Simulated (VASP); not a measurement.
# Se (P6/mmm) in VASP: a series of runs, part 2 of 2

VASP 6.6.1. The steps go on from the part before.

## 4. Single point, PBEsol

This run uses another cell than the first one: it holds 4 atoms, not 3.

Contents of INCAR:

```
PREC     = Accurate       # precision mode
ENCUT    = 520            # plane-wave cutoff, eV
EDIFF    = 1E-6           # SCF threshold, eV
ISMEAR   = 0              # smearing method
SIGMA    = 0.1            # smearing width, eV
LREAL    = False          # projectors in reciprocal space
LASPH    = True           # aspherical terms in the spheres
NELM     = 100            # most SCF steps
ALGO     = Normal         # electronic algorithm
ISIF     = 2              # what is computed and relaxed
LWAVE    = False          # write WAVECAR
LCHARG   = True           # write CHGCAR
GGA      = PS             # functional
LELF     = True           # ELF
LVHAR    = True         
NBANDS   = 20             # bands
```

Contents of KPOINTS:

```
regular mesh
0
Gamma
  4 2 6
```

Contents of POSCAR:

```
Se
1.0
    4.8681583976      0.0000000000      0.0000000000
    0.0000000000      7.9093295400      0.0000000000
    0.0000000000      0.0000000000      2.7402019956
Se
4
Direct
    0.6740806000      0.4010458100      0.2638364000
    0.8259194000      0.9010458100      0.7361636000
    0.3259194000      0.5989541900      0.2638364000
    0.1740806000      0.0989541900      0.7361636000
```

Started as:

```
$ cat potpaw_PBE.64/Se/POTCAR > POTCAR
$ mpirun -np 1 vasp_std > vasp.out
```

Run time: 15 s. Hardware: 1 thread of Intel Xeon 6975P-C (Granite Rapids), shared host; peak memory 0.2 GiB.

The run converged. Its results:

```
Free energy            : -14.8214 eV
Pressure               : -0.8 GPa
Largest force          : 0.599 eV/Å
Band gap on the k mesh : none (metal or under the smearing width)
```

Forces in eV/Å, atoms in the order of the input:
```
Se  -0.459  0.384  0.003
Se   0.459  0.384 -0.003
Se   0.459 -0.384  0.003
Se  -0.459 -0.384 -0.003
```

Stress tensor (GPa, compression positive):
```
-3.96  0.00  0.00
 0.00 -3.54  0.00
 0.00  0.00  4.96
```

Levels at points of the mesh, in eV from the Fermi level:
```tsv
k point	band 10	band 11	band 12	band 13	band 14	band 15
(0.00, 0.00, 0.00)	-1.75	1.58	1.99	2.57	2.91	4.75
(0.50, 0.00, 0.00)	-1.00	1.92	1.92	2.85	2.85	4.77
(0.00, 0.50, 0.00)	-2.25	1.16	1.16	2.73	2.73	4.94
(0.50, 0.50, 0.00)	-0.46	1.98	1.98	2.85	2.85	4.76
(0.00, 0.00, 0.50)	-3.04	-1.11	-1.05	0.03	0.07	3.14
(0.50, 0.00, 0.50)	-2.99	-2.07	-2.07	1.30	1.30	3.61
(0.00, 0.50, 0.50)	-3.01	-1.13	-1.13	0.04	0.04	3.40
(0.50, 0.50, 0.50)	-2.92	-1.89	-1.89	1.15	1.15	3.03
```

Caveat: the k mesh is coarse (spacing up to 0.40 Å⁻¹), so the values aren't converged; the PAW data sets were made with another functional, which shifts forces and pressure a little.

## 5. Single point, PBEsol

This run uses another cell than the first one: it holds 1 atom, not 3.

Contents of INCAR:

```
SYSTEM = Se
ALGO = Normal
EDIFF = 1E-6
ENCUT = 520
GGA = PS
ISIF = 2
ISMEAR = 0
LASPH = .TRUE.
LCHARG = .TRUE.
LELF = .TRUE.
LREAL = .FALSE.
LVHAR = .TRUE.
LWAVE = .FALSE.
NBANDS = 9
NELM = 100
PREC = Accurate
SIGMA = 0.1
```

Contents of KPOINTS:

```
k-points
0
G
  8 8 8
  0 0 0
```

Contents of POSCAR:

```
Se
1.0
   -1.3031135258      1.3031135258      3.5100317196
    1.3031135258     -1.3031135258      3.5100317196
    1.3031135258      1.3031135258     -3.5100317196
Se
1
Direct
    0.0000000000      0.0000000000      0.0000000000
```

Potentials or basis: VASP PAW PBE potentials, release 64 (Se).

Started as:

```
$ cat potpaw_PBE.64/Se/POTCAR > POTCAR
$ mpirun -np 1 vasp_std > vasp.out
```

OUTCAR:

```text
SYSTEM = Se
   EDIFF = 1E-6
   ENCUT = 520
   GGA = PS
   ISIF = 2
   ISMEAR = 0
   LASPH = .TRUE.
   LREAL = .FALSE.
   NELM = 100
   PREC = Accurate

 ion  position               nearest neighbor table
   1  0.000  0.000  0.000-

  LATTYP: Found a body centered tetragonal cell.
 ALAT       =     2.6062270516
 C/A-ratio  =     2.6935732383

  Lattice vectors:

 A1 = (  -1.3031135258,   1.3031135258,   3.5100317196)
 A2 = (   1.3031135258,  -1.3031135258,   3.5100317196)
 A3 = (   1.3031135258,   1.3031135258,  -3.5100317196)

Analysis of symmetry for initial positions (statically):
=====================================================================
 Subroutine PRICEL returns:
 Original cell was already a primitive cell.

 Routine SETGRP: Setting up the symmetry group for a
 body centered tetragonal supercell.

 Subroutine GETGRP returns: Found 16 space group operations
 (whereof 16 operations were pure point group operations)
 out of a pool of 16 trial point group operations.

The static configuration has the point symmetry D_4h.

Analysis of symmetry for dynamics (positions and initial velocities):
=====================================================================
 Subroutine PRICEL returns:
 Original cell was already a primitive cell.

 Routine SETGRP: Setting up the symmetry group for a
 body centered tetragonal supercell.

 Subroutine GETGRP returns: Found 16 space group operations
 (whereof 16 operations were pure point group operations)
 out of a pool of 16 trial point group operations.

The dynamic configuration has the point symmetry D_4h.

 Subroutine INISYM returns: Found 16 space group operations
 (whereof 16 operations are pure point group operations),
 and found     1 'primitive' translations

----------------------------------------------------------------------------------------

                                     Primitive cell

  volume of cell :      23.8416

  direct lattice vectors                    reciprocal lattice vectors
    -1.303113526  1.303113526  3.510031720     0.000000000  0.383696424  0.142448855
     1.303113526 -1.303113526  3.510031720     0.383696424  0.000000000  0.142448855
     1.303113526  1.303113526 -3.510031720     0.383696424  0.383696424  0.000000000

  length of vectors
     3.964408202  3.964408202  3.964408202     0.409285502  0.409285502  0.542628687

  position of ions in fractional coordinates (direct lattice)
     0.000000000  0.000000000  0.000000000

  ion indices of the primitive-cell ions
   primitive index   ion index
                 1           1

----------------------------------------------------------------------------------------

 KPOINTS: k-points

Automatic generation of k-mesh.
 Grid dimensions read from file:
 generate k-points for:    8    8    8

 Generating k-lattice:

  Cartesian coordinates                     Fractional coordinates (reciprocal lattice)
     0.000000000  0.047962053  0.017806107     0.125000000 -0.000000000  0.000000000
     0.047962053  0.000000000  0.017806107    -0.000000000  0.125000000  0.000000000
     0.047962053  0.047962053  0.000000000     0.000000000  0.000000000  0.125000000

  Length of vectors
     0.051160688  0.051160688  0.067828586

  Shift w.r.t. Gamma in fractional coordinates (k-lattice)
     0.000000000  0.000000000  0.000000000

 Subroutine IBZKPT returns following result:
 ===========================================

 Found     59 irreducible k-points:

 Following reciprocal coordinates:
            Coordinates               Weight
  0.000000  0.000000  0.000000      1.000000
  0.125000 -0.000000  0.000000      8.000000
  0.250000 -0.000000  0.000000      8.000000
  0.375000 -0.000000  0.000000      8.000000
  0.500000 -0.000000  0.000000      4.000000
  0.125000  0.125000  0.000000      8.000000
[... 16 lines left out ...]
  0.250000  0.125000  0.125000     16.000000
  0.375000  0.125000  0.125000      8.000000
 [... further k-points ...]
   k-points           NKPTS =     59   k-points in BZ     NKDIM =     59   number of bands    NBANDS=      9
   number of dos      NEDOS =    301   number of ions     NIONS =      1
   total plane-waves  NPLWV =  27000
   dimension x,y,z NGX =    30 NGY =   30 NGZ =   30
   dimension x,y,z NGXF=    60 NGYF=   60 NGZF=   60
   ions per type =               1
   NGX,Y,Z   is equivalent  to a cutoff of  12.58, 12.58, 12.58 a.u.
   NGXF,Y,Z  is equivalent  to a cutoff of  25.16, 25.16, 25.16 a.u.
 SYSTEM =  Se
   PREC   = accura    normal or accurate (medium, high low for compatibility)
   ISTART =      0    job   : 0-new  1-cont  2-samecut
   ICHARG =      2    charge: 1-file 2-atom 10-const
   ISPIN  =      1    spin polarized calculation?
   LNONCOLLINEAR =      F non collinear calculations
   LSORBIT =      F    spin-orbit coupling
   LASPH  =      T    aspherical Exc in radial PAW
   ENCUT  =  520.0 eV  38.22 Ry    6.18 a.u.   7.37  7.37  7.37*2*pi/ulx,y,z
   NELM   =    100;   NELMIN=  2; NELMDL= -5     # of ELM steps
   EDIFF  = 0.1E-05   stopping-criterion for ELM
   LREAL  =      F    real-space projection
   EDIFFG = 0.1E-04   stopping-criterion for IOM
   NSW    =      0    number of steps for IOM
   IBRION =     -1    ionic relax: 0-MD 1-quasi-New 2-CG
   NFREE  =      0    steps in history (QN), initial steepest desc. (CG)
   ISIF   =      2    stress and relaxation
   ISYM   =      2    0-nonsym 1-usesym 2-fastsym
   POTIM  = 0.5000    time-step for ionic-motion
   TEBEG  =    0.0;   TEEND  =   0.0 temperature during run
   PSTRESS=    0.0 pullay stress
   NELECT =       6.0000    total number of electrons
   NUPDOWN=      -1.0000    fix difference up-down
   EMIN   =  10.00;   EMAX   =-10.00  energy-range for DOS
   EFERMI =   0.00;   METHOD = LEGACY
   ISMEAR =     0;   SIGMA  =   0.10  broadening in eV -4-tet -1-fermi 0-gaus
   EFERMI_NEDOS =   21; number of points for ismear=-14 and -15
   IALGO  =     38    algorithm
   IMIX   =      4    mixing-type and parameters
     AMIX     =   0.40;   BMIX     =  1.00
     AMIX_MAG =   1.60;   BMIX_MAG =  1.00
  volume/ion in A,a.u.               =      23.84       160.89
  Fermi-wavevector in a.u.,A,eV,Ry     =   1.033586  1.953195 14.535112  1.068301
  Thomas-Fermi vector in A             =   2.167840
   LORBIT       =      0    0 simple, 1 ext, 2 COOP (PROOUT), +10 PAW based schemes
   GGA     = PS    functional components
   LHFCALC =     F    Hartree Fock is set to
   AEXX    =    0.0000 exact exchange contribution
   IVDW    =     0    specifies the selected vdW correction
   LEPSILON=     F    determine dielectric tensor
   LRPA    =     F    only Hartree local field effects (RPA)
 non-spin polarized calculation
 Gauss-broadening in eV      SIGMA  =   0.10
  energy-cutoff  :      520.00
  volume of cell :       23.84
 maximum number of plane-waves:       651
 NGX is ok and might be reduce to    30

 number of electron       6.0000000 magnetization

 Free energy of the ion-electron system (eV)
  ---------------------------------------------------
  ext. energy  EPLUGINS =         0.00000000
  ---------------------------------------------------
  free energy    TOTEN  =        -3.65971697 eV

  energy without entropy =       -3.65457179  energy(sigma->0) =       -3.65714438

 E-fermi :   3.3697     XC(G=0):  -9.7321

 val. band max:        3.3403855802   @ k =  -0.3750   0.2500  -0.0000
 cond. band min:       3.3946957669   @ k =   0.2500   0.1250   0.1250
 fundamental gap:      0.0543101867
 Fermi energy:         3.3696885314

 k-point     1 :       0.0000    0.0000    0.0000
  band No.  band energies     occupation
      1     -12.4708      2.00000
      2       1.2620      2.00000
      3       7.7280      0.00000
      4       7.7280      0.00000
      5       7.8904      0.00000
      6      13.5376      0.00000
      7      16.1547      0.00000
      8      21.0356      0.00000
      9      21.0376      0.00000
[... 265 lines left out ...]
 k-point    24 :       0.3750    0.1250    0.1250
  band No.  band energies     occupation
      1      -7.8960      2.00000
      2      -2.4205      2.00000
      3       3.3389      1.33625
      4       3.7950      0.00000
      5       9.8921      0.00000
      6      11.6542      0.00000
      7      16.2556      0.00000
      8      18.8371      0.00000
      9      20.1891      0.00000

 [... further k-points ...]

------------------------ aborting loop because EDIFF is reached ----------------------------------------

  FORCE on cell =-STRESS in cart. coord.  units (eV):
  Direction    XX          YY          ZZ          XY          YZ          ZX
  --------------------------------------------------------------------------------------
  -------------------------------------------------------------------------------------
  Total        0.0444383      0.0444383      0.0420677      0.0000000      0.0000000     -0.0000000
  in kB        2.9862911      2.9862911      2.8269852      0.0000000      0.0000000     -0.0000000
  external PRESSURE =       2.9331891 kB  Pullay stress =       0.0000000 kB

 VOLUME and BASIS-vectors are now :
 -----------------------------------------------------------------------------
  energy-cutoff  :      520.00
  volume of cell :       23.84
      direct lattice vectors                 reciprocal lattice vectors
    -1.303113526  1.303113526  3.510031720     0.000000000  0.383696424  0.142448855
     1.303113526 -1.303113526  3.510031720     0.383696424  0.000000000  0.142448855
     1.303113526  1.303113526 -3.510031720     0.383696424  0.383696424  0.000000000

 POSITION                                       TOTAL-FORCE (eV/Angst)
 -----------------------------------------------------------------------------------
      0.00000      0.00000      0.00000        -0.000000      0.000000      0.000000
 -----------------------------------------------------------------------------------
    total drift:                               -0.000000      0.000000     -0.000000

  FREE ENERGIE OF THE ION-ELECTRON SYSTEM (eV)
  ---------------------------------------------------
  free  energy   TOTEN  =        -3.6597169662 eV

  energy  without entropy=       -3.6545717944  energy(sigma->0) =       -3.65714438
```

Wall time 8.8 s (1 thread of Intel Xeon 6975P-C (Granite Rapids), shared host); peak memory 0.16 GiB.

What came out:

| Quantity | Value |
| --- | --- |
| Free energy | -3.6597 eV |
| Pressure | 0.3 GPa |
| Band gap on the k mesh | none (metal or under the smearing width) |

Levels at points of the mesh, in eV from the Fermi level:
```csv
k point,band 1,band 2,band 3,band 4,band 5,band 6
"(0.00, 0.00, 0.00)",-15.84,-2.11,4.36,4.36,4.52,10.17
"(0.50, 0.00, 0.00)",-12.45,-6.82,-1.04,5.23,6.32,13.45
"(0.50, 0.50, 0.00)",-9.08,-4.43,-4.06,1.43,4.11,7.91
"(0.50, 0.50, 0.50)",-15.40,-5.35,4.08,4.08,9.65,11.49
```

Caveat: the k mesh is coarse (spacing up to 0.43 Å⁻¹), so the values aren't converged; the PAW data sets were made with another functional, which shifts forces and pressure a little.

## 6. Relaxation of cell and atoms, PBEsol

This run uses another cell than the first one: it holds 1 atom, not 3.

Contents of INCAR:

```
SYSTEM = Se
ALGO = Fast
EDIFF = 1E-7
EDIFFG = -0.04
ENCUT = 600
GGA = PS
IBRION = 2
ISIF = 3
ISMEAR = 0
LASPH = .True.
LCHARG = .False.
LREAL = .False.
LWAVE = .False.
NELM = 100
NSW = 90
PREC = Accurate
SIGMA = 0.1
```

Contents of KPOINTS:

```
k-points
0
Gamma
  8 8 8
  0 0 0
```

Contents of POSCAR:

```
Se
1.0
   -1.6521863053      1.6521863053      2.5135604404
    1.6521863053     -1.6521863053      2.5135604404
    1.6521863053      1.6521863053     -2.5135604404
Se
1
Direct
    0.0000000000      0.0000000000      0.0000000000
```

Potentials or basis: VASP PAW PBE potentials, release 64 (Se).

Started as:

```
$ cat potpaw_PBE.64/Se/POTCAR > POTCAR
$ mpirun -np 1 vasp_std > vasp.out
```

Wall time 2.1 min (1 thread of Intel Xeon 6975P-C (Granite Rapids), shared host); peak memory 0.18 GiB.

Results (log left out):

```
Free energy                            : -3.6595 eV
Relaxed volume                         : 24.10 Å³/atom
Relaxed cell                           : a = 3.991 Å, b = 3.991 Å, c = 3.991 Å, α = 141.83°, β = 141.83°, γ = 55.09°
Space group after relaxing (to 0.05 Å) : I4/mmm (No. 139)
Energy gained by relaxing              : 848.6 meV/atom
Ionic steps                            : 32
Pressure after relaxing                : 0.0 GPa
Band gap on the k mesh                 : none (metal or under the smearing width)
```

Stress tensor (GPa, compression positive):
```
-0.04  0.00  0.00
 0.00 -0.04  0.00
 0.00  0.00  0.05
```

The path:
| step | energy change (eV) | largest force (eV/Å) | pressure (GPa) | volume (Å³) |
| --- | --- | --- | --- | --- |
| 1 | 0.0000 | 0.0000 | -12.94 | 27.45 |
| 2 | -0.4816 | 0.0000 | -1.04 | 19.54 |
| 3 | -0.4830 | 0.0000 | 0.23 | 19.25 |
| 4 | -0.4828 | 0.0000 | 0.89 | 19.10 |
| 5 | -0.4917 | 0.0000 | 1.10 | 19.09 |
| 6 | -0.5159 | 0.0000 | 2.71 | 19.03 |
| 7 | -0.6016 | 0.0000 | 9.09 | 18.70 |
| 8 | -0.2421 | 0.0000 | 40.42 | 17.34 |
| 9 | -0.6069 | 0.0000 | 11.29 | 18.57 |
| 10 | -0.5718 | 0.0000 | 21.44 | 18.04 |
| 11 | -0.5909 | 0.0000 | 16.90 | 18.26 |
| 12 | -0.5832 | 0.0000 | 19.76 | 18.12 |
| 13 | -0.5841 | 0.0000 | 19.83 | 18.12 |
| 14 | -0.5865 | 0.0000 | 20.01 | 18.14 |
| 15 | -0.5899 | 0.0000 | 20.38 | 18.18 |
| 16 | -0.5901 | 0.0000 | 21.30 | 18.25 |
| 17 | -0.5911 | 0.0000 | 20.92 | 18.22 |
| 18 | -0.5950 | 0.0000 | 20.70 | 18.25 |
| 19 | -0.6063 | 0.0000 | 20.04 | 18.35 |
| 20 | -0.6281 | 0.0000 | 18.75 | 18.54 |
| 21 | -0.6677 | 0.0000 | 16.33 | 18.93 |
| 22 | -0.7326 | 0.0000 | 12.01 | 19.72 |
| 23 | -0.8135 | 0.0000 | 5.03 | 21.36 |
| 24 | -0.8323 | 0.0000 | -3.18 | 24.87 |
| 25 | -0.8422 | 0.0000 | -1.23 | 23.71 |
| 26 | -0.8426 | 0.0000 | -0.70 | 23.45 |
| 27 | -0.8439 | 0.0000 | -0.57 | 23.48 |
| 28 | -0.8467 | 0.0000 | -0.13 | 23.59 |
| 29 | -0.8478 | 0.0000 | 0.84 | 23.78 |
| 30 | -0.8481 | 0.0000 | 0.53 | 23.72 |
| 31 | -0.8484 | 0.0000 | 0.35 | 23.84 |
| 32 | -0.8486 | 0.0000 | -0.01 | 24.10 |

Final structure:
```xyz
1
Lattice="-1.3049 1.3049 3.5384 1.3049 -1.3049 3.5384 1.3049 1.3049 -3.5384" Properties=species:S:1:pos:R:3 pbc="T T T"
Se    0.0000    0.0000    0.0000
```

Levels at points of the mesh, in eV from the Fermi level:
```csv
k point,band 1,band 2,band 3,band 4,band 5,band 6
"(0.00, 0.00, 0.00)",-15.79,-2.15,4.33,4.33,4.48,10.16
"(0.50, 0.00, 0.00)",-12.43,-6.78,-1.03,5.25,6.28,13.32
"(0.50, 0.50, 0.00)",-9.09,-4.40,-4.04,1.43,4.14,7.96
"(0.50, 0.50, 0.50)",-15.38,-5.28,4.08,4.08,9.66,11.49
```

Caveat: the PAW data sets were made with another functional, which shifts forces and pressure a little.

## 7. Summary

| task | cell | k mesh | cutoff (eV) | mesh quality | gap on the mesh (eV) | pressure (GPa) | largest force (eV/Å) |
| --- | --- | --- | --- | --- | --- | --- | --- |
| single point | P6/mmm, 30.65 Å³/atom | 6 × 6 × 6 | 520 | not flagged | none | -12.8 | - |
| single point | Cmcm, 25.98 Å³/atom | 6 × 6 × 4 | 520 | coarse | none | -1.1 | 0.38 |
| single point | P2_12_12, 26.38 Å³/atom | 4 × 2 × 6 | 520 | coarse | none | -0.8 | 0.60 |
| single point | I4/mmm, 23.84 Å³/atom | 8 × 8 × 8 | 520 | coarse | none | 0.3 | - |
| relaxation of cell and atoms | relaxed | 8 × 8 × 8 | 600 | not flagged | none | 0.0 | - |

Alike in all rows: level PBEsol; potentials or basis VASP PAW PBE potentials, release 64 (Se); no spin polarisation; smearing gaussian 0.1 eV.

Caveats: some runs use coarse meshes; the PAW data sets were made with another functional, which shifts forces and pressure a little.

Total energies depend on the potentials used, so only differences within one code and one set of settings carry meaning.
